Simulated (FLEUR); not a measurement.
Crystal: BN.

```xyz
4
Lattice="2.5539 0.0000 0.0000 -1.2770 2.2118 0.0000 0.0000 0.0000 4.2269" Properties=species:S:1:pos:R:3 pbc="T T T"
N     0.0000    1.4745    0.5295
N     1.2770    0.7373    2.6430
B     0.0000    1.4745    2.1123
B     1.2770    0.7373    4.2257
```

Measurements of this composition are mostly on another form, of space group No. 194.

Base run:

| Item | Value |
| --- | --- |
| Program | FLEUR MaX-R8.1 (later development tree) |
| Functional | PBE |
| Potentials or basis | all-electron |
| Basis | FLAPW |
| Kmax | 5.41 1/bohr |
| k mesh | 12 × 12 × 6 |
| Occupations | fermi-dirac, width 0.05 eV |
| Spin | no spin polarisation |

Its results: band gap on the k mesh 5.20 eV, indirect (least direct gap 8.24 eV).

Question: The run is repeated on the same cell with these changes: functional from PBE to PBEsol. What comes out?

Answer: Band gap on the k mesh 4.97 eV, indirect (least direct gap 8.15 eV).

A k mesh can miss the band edges.

Not every run made on this cell is shown here.
